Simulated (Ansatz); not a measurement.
**SiO2 (1T monolayer type, one sheet): from bands to localised orbitals**

Aim: build maximally localised Wannier functions for SiO2 (1T monolayer type, one sheet) from several sets of trial orbitals, and check spreads and centres, and how well the models interpolate the bands. Plan: PBE, anion s p, 9×9×1; PBE, anion s p, 6×6×1; PBE, anion s p, 12×12×1; PBE, anion p, 9×9×1; PBE, cation s and anion p, disentangled, 9×9×1; r2SCAN, anion s p, 9×9×1; r2SCAN, anion p, 9×9×1; r2SCAN, cation s and anion p, disentangled, 9×9×1 (level, trial orbitals, Wannier mesh).

Method: plane waves, PAW, in Ansatz 0.2.0.

### 1 The starting structure

It takes space group P-3m1 (No. 164, trigonal). Conventional cell: a = 2.672 Å, b = 2.672 Å, c = 27.829 Å, α = 90.00°, β = 90.00°, γ = 120.00°. Si (site symmetry -3m) has 6 O at 1.79 Å as nearest neighbours. O (site symmetry 3m) has 3 Si at 1.79 Å as nearest neighbours.

As a file:

```
Si O
1.0
     2.67210    0.00000    0.00000
    -1.33605    2.31410    0.00000
     0.00000    0.00000   27.82884
Si O
1 2
Direct
  0.00000 0.00000 0.32341
  0.33333 0.66667 0.35584
  0.66667 0.33333 0.29097
```

The cell was relaxed beforehand with r2SCAN; those runs aren't shown. The cell holds one sheet and vacuum, and is periodic in the plane alone; ε, where given, is a mean over the whole height of the cell, so ε₂ and ε₁ − 1 scale inversely with that height and aren't the sheet's own values.

### 2 PBE, anion s p, 9×9×1

The input, input.yaml:

```yaml
crystal:
  lattice:
    - [2.6720959543, 0.0, 0.0]
    - [-1.3360479772, 2.3141029778, 0.0]
    - [0.0, 0.0, 27.8288401864]
  atoms:
    - { symbol: Si, position: [0.0, 0.0, 0.3234055009] }
    - { symbol: O, position: [0.3333333333, 0.6666666667, 0.3558377648] }
    - { symbol: O, position: [0.6666666667, 0.3333333333, 0.290973237] }
  periodic: [true, true, false]
kpoints:
  mp_grid: { grid: [9, 9, 1] }
  band_path:
    path:
      - [0, 0, 0]
      - [0.5, 0, 0]
      - [0.3333333333333, 0.3333333333333, 0]
      - [0, 0, 0]
    npoints: 10
hamiltonian:
  xc: pbe
  pseudopotentials: { azcp: { folder: soft_1 } }
scf:
  occupations: { method: fixed }
  n_extra_bands: 6
output:
  forces: false
  stress: false
  eigenvalues: true
  wannier:
    kmesh: [9, 9, 1]
    projections: [{ species: O, l: s, shell: 2 }, { species: O, l: p, shell: 2 }]
    minimise: true
    write_hr: true
    conv_tol: 1.0e-08
    max_iter: 3000
  write_density: true
  write_potential: true
  elf: true
  volumetric_format: npy
```

On the command line:

```sh
> ansatz run input.yaml --threads 4 --pin off --max-ram 5529MiB --backend cpu --events-out ev --progress --plain --runs-dir out
```

The program printed, shortened:

```text
Warning: RAYON_NUM_THREADS=4 ignored (pool sized by the plan → 4); use --threads N
scf.n_extra_bands = 6 over 8 filled bands (N_el = 16.0): the run solves 14 bands
[...]
Pseudopotentials: kind: paw
Pseudopotential: Si, paw, valence charge 4, recommended cutoff 420 eV (normal), <dir>
Pseudopotential: O, paw, valence charge 6, recommended cutoff 420 eV (normal), <dir>
Functional definition: PBE
[...]
Crystal: 3 atoms, lattice volume = 172.080 Å³
Basis set: ecut = 420 eV, 3399 PW (Γ)
Bands: 14, of which v1, the nominal top of the filled ones, is band 8 counted from 1 (7 counted from 0)
Symmetry: 12 space group operations
Space group: P-3m1 (ITA 164), of the structure as read, at distance tolerance 5.6e-5 Å
k-points: 12 of 81
[...]
WARN: The output density's exchange-correlation potential varies sharply where the density is thin. Do not read a vacuum level from v_tot or v_xc, or from such a field of the output density. On a cell that repeats whose density bears no net charge and no dipole along the vacuum's axis use [...]
SCF converged after 8 iterations
Free energy (F): -1773.141264 eV
[...]
E sigma→0 (E₀):  -1773.141264 eV
Fermi energy:    -8.974894 eV
[...]
--- Band table (eV; the first three rows and the last of 12) ---
  k-point 0: bands = ["-30.2101", "-26.2946", "-13.4811", "-10.9596", "-10.9596", "-9.8281", "-9.8281", "-9.5601", "-1.9731 (-1.9731°)", "-0.4021 (-0.4041°)", "-0.0740 (-0.0907°?)", "-0.0568 (-0.0868°?)", "0.5262", "0.6318"]
[...]
  ° read free of the cell's end (the report's vacuum.weakly_bound_levels)
  °? not known for the slab's own: over its row's bound_up_to_ev there, or no deeper under its free states than its continued_xc_part_ev in size
Wannier search: line search 1 of at most 3000: gauge-dependent spread (as the search counts it) 1.7840798 Å², largest recent change 1.6e-1 Å² and fall left 1.9e-3 Å² against conv_tol 1.0e-8 Å², 0 stops escaped
```

Wall time 3 s (4 threads of Arm Neoverse V1, shared host); peak memory 0.37 GiB.

wannier.win, as written (k points left out):

```
! ansatz wannier90 interface
! projections by site (counted from 0) and shell: 1 2S, 2 2S, 1 2P, 2 2P
! states of the run's bands (counted from 1): 1-8
! their least projectability: 0.8247
num_bands = 8
num_wann  = 8
num_iter  = 2000
conv_tol = 1e-8
conv_window = 5
guiding_centres = true
write_hr = true

begin unit_cell_cart
Ang
  2.6720959543153446  2.8867488645892618e-11  0.0
  -1.3360479771826723  2.3141029777722775  0.0
  0.0  0.0  27.8288401864
end unit_cell_cart

begin atoms_frac
Si  0.0  0.0  0.3234055009
O  0.3333333333333333  0.6666666666666666  0.3558377648
O  0.6666666666666666  0.3333333333333333  0.290973237
end atoms_frac

mp_grid = 9 9 1
```

wannier.win names the bands that the functions span: 1-8 (counted from 1; 8 are filled).

The head of wannier.spreads.toml:

```toml
omega_i_ang2 = 4.01414053169475
omega_d_ang2 = 0.0008843155567892603
omega_od_ang2 = 0.7078062623988086
omega_total_ang2 = 4.722831109650348
least_projectability = 0.824721021155629
b_vectors_match_mmn = true
n_iter = 30
converged = true
rejected_fitted_steps = 2
```

The functions (centres in Å, on-site energies from the top of the filled bands):

| n | x | y | z | spread (Å²) | on-site (eV) | nearest atoms | distance (Å) |
| --- | --- | --- | --- | --- | --- | --- | --- |
| 1 | 0.000 | 1.543 | 10.165 | 0.589 | -4.453 | O2 | 0.26 |
| 2 | 1.336 | 0.771 | 7.835 | 0.589 | -4.453 | O3 | 0.26 |
| 3 | 0.332 | 1.734 | 9.704 | 0.591 | -7.869 | O2 | 0.43 |
| 4 | -0.332 | 1.734 | 9.704 | 0.591 | -7.869 | O2 | 0.43 |
| 5 | 0.000 | 1.159 | 9.704 | 0.591 | -7.869 | O2 | 0.43 |
| 6 | 1.004 | 0.580 | 8.296 | 0.591 | -7.869 | O3 | 0.43 |
| 7 | 1.668 | 0.580 | 8.296 | 0.591 | -7.869 | O3 | 0.43 |
| 8 | 1.336 | 1.155 | 8.296 | 0.591 | -7.869 | O3 | 0.43 |

The largest hoppings ⟨m, 0|H|n, R⟩, one of each Hermitian pair (signs follow the phases of the functions):

| m | n | R | distance (Å) | t (eV) |
| --- | --- | --- | --- | --- |
| 3 | 4 | 0 0 0 | 0.66 | -3.887 |
| 3 | 5 | 0 0 0 | 0.66 | -3.887 |
| 4 | 5 | 0 0 0 | 0.66 | -3.887 |
| 6 | 7 | 0 0 0 | 0.66 | -3.887 |
| 7 | 8 | 0 0 0 | 0.66 | -3.887 |
| 6 | 8 | 0 0 0 | 0.66 | -3.887 |
| 2 | 7 | 0 0 0 | 0.60 | -3.210 |
| 2 | 6 | 0 0 0 | 0.60 | -3.210 |

Interpolated bands at the corners of the path, eV from the top of the filled bands:

| point | e1 | e2 | e3 | e4 | e5 | e6 | e7 | e8 |
| --- | --- | --- | --- | --- | --- | --- | --- | --- |
| Γ | -21.27 | -17.36 | -4.54 | -2.02 | -2.02 | -0.89 | -0.89 | -0.62 |
| M | -18.38 | -17.24 | -8.09 | -6.21 | -3.81 | -1.64 | -1.32 | -0.84 |
| K | -17.56 | -17.56 | -7.80 | -5.65 | -5.65 | -3.99 | -0.62 | -0.62 |
| Γ | -21.27 | -17.36 | -4.54 | -2.02 | -2.02 | -0.89 | -0.89 | -0.62 |

Along the path each interpolated band stays within 0.00, 0.00, 0.00, 0.00, 0.00, 0.00, 0.00, 0.00 eV of the nearest computed level, from the lowest band up.

Density in a lattice plane of the grid's cell (edges 2.67 and 27.83 Å, at 0.000 of the third edge), which holds Si.

Ten even steps from '0' (0.00 e/Å³) to '9' (0.82 e/Å³):
```
000000
000000
000000
000000
000000
000000
000000
000000
000000
000000
000000
000000
347974
247974
000000
000000
000000
000000
000000
000000
```
Columns run along the first of these edges and rows up along the second, over one cell in 6 and 20 even steps from the bottom left corner. Atoms in the plane (fractional): Si at (0.00, 0.32).

ELF in the same plane.

Values, 12 rows by 6 columns:
```
0.00 0.00 0.00 0.00 0.00 0.00
0.00 0.00 0.00 0.00 0.00 0.00
0.00 0.00 0.00 0.00 0.00 0.00
0.00 0.00 0.00 0.00 0.00 0.00
0.00 0.00 0.00 0.00 0.00 0.00
0.00 0.00 0.00 0.00 0.00 0.00
0.00 0.00 0.02 0.05 0.02 0.00
0.19 0.23 0.39 0.32 0.39 0.23
0.01 0.02 0.15 0.29 0.15 0.02
0.00 0.00 0.00 0.00 0.00 0.00
0.00 0.00 0.00 0.00 0.00 0.00
0.00 0.00 0.00 0.00 0.00 0.00
```
Columns run along the first of these edges and rows up along the second, over one cell in 6 and 12 even steps from the bottom left corner. Atoms in the plane (fractional): Si at (0.00, 0.32).

Both are smooth fields of the valence electrons: close to the nuclei they are not physical.

The highest ELF values outside the cores: 0.89 beside O, off the lines to its neighbours, 0.6 Å from O; 0.86 on the O–Si line, 0.8 Å from O.

### 3 PBE, anion s p, 6×6×1

Changes to input.yaml since step 2:

```diff
@@ -30,3 +30,3 @@
   wannier:
-    kmesh: [9, 9, 1]
+    kmesh: [6, 6, 1]
     projections: [{ species: O, l: s, shell: 2 }, { species: O, l: p, shell: 2 }]
@@ -36,5 +36 @@
     max_iter: 3000
-  write_density: true
-  write_potential: true
-  elf: true
-  volumetric_format: npy
```

On the command line:

```sh
> ansatz run input.yaml --threads 4 --pin off --max-ram 5529MiB --backend cpu --events-out ev --progress --plain --runs-dir out
```

The program printed, shortened:

```text
Warning: RAYON_NUM_THREADS=4 ignored (pool sized by the plan → 4); use --threads N
scf.n_extra_bands = 6 over 8 filled bands (N_el = 16.0): the run solves 14 bands
[...]
Pseudopotentials: kind: paw
Pseudopotential: Si, paw, valence charge 4, recommended cutoff 420 eV (normal), <dir>
Pseudopotential: O, paw, valence charge 6, recommended cutoff 420 eV (normal), <dir>
Functional definition: PBE
[...]
Crystal: 3 atoms, lattice volume = 172.080 Å³
Basis set: ecut = 420 eV, 3399 PW (Γ)
[...]
  ° read free of the cell's end (the report's vacuum.weakly_bound_levels)
  °? not known for the slab's own: over its row's bound_up_to_ev there, or no deeper under its free states than its continued_xc_part_ev in size
Wannier search: line search 1 of at most 3000: gauge-dependent spread (as the search counts it) 1.7614528 Å², largest recent change 1.5e-1 Å² and fall left 2.6e-3 Å² against conv_tol 1.0e-8 Å², 0 stops escaped
```

It took 2.4 s on 4 threads of Arm Neoverse V1, shared host; peak memory 0.35 GiB.

wannier.win names the bands that the functions span: 1-8 (counted from 1; 8 are filled).

The head of wannier.spreads.toml:

```toml
omega_i_ang2 = 3.9371736409348728
omega_d_ang2 = 0.0008651300923593706
omega_od_ang2 = 0.7101975140072693
omega_total_ang2 = 4.648236285034502
least_projectability = 0.8247210211367674
b_vectors_match_mmn = true
n_iter = 35
converged = true
rejected_fitted_steps = 2
```

The functions (centres in Å, on-site energies from the top of the filled bands):

| n | x | y | z | spread (Å²) | on-site (eV) | nearest atoms | distance (Å) |
| --- | --- | --- | --- | --- | --- | --- | --- |
| 1 | 0.000 | 1.543 | 10.167 | 0.581 | -4.519 | O2 | 0.26 |
| 2 | 1.336 | 0.771 | 7.833 | 0.581 | -4.519 | O3 | 0.26 |
| 3 | 0.332 | 1.734 | 9.703 | 0.581 | -7.847 | O2 | 0.43 |
| 4 | -0.332 | 1.734 | 9.703 | 0.581 | -7.847 | O2 | 0.43 |
| 5 | 0.000 | 1.159 | 9.703 | 0.581 | -7.847 | O2 | 0.43 |
| 6 | 1.668 | 0.580 | 8.297 | 0.581 | -7.847 | O3 | 0.43 |
| 7 | 1.004 | 0.580 | 8.297 | 0.581 | -7.847 | O3 | 0.43 |
| 8 | 1.336 | 1.155 | 8.297 | 0.581 | -7.847 | O3 | 0.43 |

Along the path each interpolated band stays within 0.00, 0.00, 0.01, 0.01, 0.01, 0.01, 0.00, 0.01 eV of the nearest computed level, from the lowest band up.

### 4 PBE, anion s p, 12×12×1

Changes to input.yaml since step 3:

```diff
@@ -30,3 +30,3 @@
   wannier:
-    kmesh: [6, 6, 1]
+    kmesh: [12, 12, 1]
     projections: [{ species: O, l: s, shell: 2 }, { species: O, l: p, shell: 2 }]
@@ -36 +36,5 @@
     max_iter: 3000
+  write_density: true
+  write_potential: true
+  elf: true
+  volumetric_format: npy
```

On the command line:

```sh
> ansatz run input.yaml --threads 4 --pin off --max-ram 5529MiB --backend cpu --events-out ev --progress --plain --runs-dir out
```

The program printed, shortened:

```text
Warning: RAYON_NUM_THREADS=4 ignored (pool sized by the plan → 4); use --threads N
scf.n_extra_bands = 6 over 8 filled bands (N_el = 16.0): the run solves 14 bands
[...]
Pseudopotentials: kind: paw
Pseudopotential: Si, paw, valence charge 4, recommended cutoff 420 eV (normal), <dir>
Pseudopotential: O, paw, valence charge 6, recommended cutoff 420 eV (normal), <dir>
Functional definition: PBE
[...]
Crystal: 3 atoms, lattice volume = 172.080 Å³
Basis set: ecut = 420 eV, 3399 PW (Γ)
Bands: 14, of which v1, the nominal top of the filled ones, is band 8 counted from 1 (7 counted from 0)
[...]
WARN: The output density's exchange-correlation potential varies sharply where the density is thin. Do not read a vacuum level from v_tot or v_xc, or from such a field of the output density. On a cell that repeats whose density bears no net charge and no dipole along the vacuum's axis use [...]
--- Band table (eV; the first three rows and the last of 12) ---
  k-point 0: bands = ["-30.2101", "-26.2946", "-13.4811", "-10.9596", "-10.9596", "-9.8281", "-9.8281", "-9.5601", "-1.9731 (-1.9731°)", "-0.4021 (-0.4041°)", "-0.0740 (-0.0907°?)", "-0.0568 (-0.0868°?)", "0.5262", "0.6318"]
[...]
  ° read free of the cell's end (the report's vacuum.weakly_bound_levels)
  °? not known for the slab's own: over its row's bound_up_to_ev there, or no deeper under its free states than its continued_xc_part_ev in size
Wannier search: line search 1 of at most 3000: gauge-dependent spread (as the search counts it) 1.7916248 Å², largest recent change 1.7e-1 Å² and fall left 1.4e-3 Å² against conv_tol 1.0e-8 Å², 0 stops escaped
```

It took 3.6 s on 4 threads of Arm Neoverse V1, shared host; peak memory 0.38 GiB.

wannier.win names the bands that the functions span: 1-8 (counted from 1; 8 are filled).

The head of wannier.spreads.toml:

```toml
omega_i_ang2 = 4.04251221305708
omega_d_ang2 = 0.000897275420915461
omega_od_ang2 = 0.7065080353990137
omega_total_ang2 = 4.749917523877009
least_projectability = 0.8247210212092387
b_vectors_match_mmn = true
n_iter = 34
converged = true
rejected_fitted_steps = 2
```

The functions (centres in Å, on-site energies from the top of the filled bands):

| n | x | y | z | spread (Å²) | on-site (eV) | nearest atoms | distance (Å) |
| --- | --- | --- | --- | --- | --- | --- | --- |
| 1 | 0.000 | 1.543 | 10.164 | 0.592 | -4.430 | O2 | 0.26 |
| 2 | 1.336 | 0.771 | 7.836 | 0.592 | -4.430 | O3 | 0.26 |
| 3 | 0.332 | 1.734 | 9.704 | 0.594 | -7.877 | O2 | 0.43 |
| 4 | -0.332 | 1.734 | 9.704 | 0.594 | -7.877 | O2 | 0.43 |
| 5 | 0.000 | 1.159 | 9.704 | 0.594 | -7.877 | O2 | 0.43 |
| 6 | 1.004 | 0.580 | 8.296 | 0.594 | -7.877 | O3 | 0.43 |
| 7 | 1.668 | 0.580 | 8.296 | 0.594 | -7.877 | O3 | 0.43 |
| 8 | 1.336 | 1.155 | 8.296 | 0.594 | -7.877 | O3 | 0.43 |

Along the path each interpolated band stays within 0.00, 0.00, 0.00, 0.00, 0.00, 0.00, 0.00, 0.00 eV of the nearest computed level, from the lowest band up.

(Part 1 of 3 ends here.)
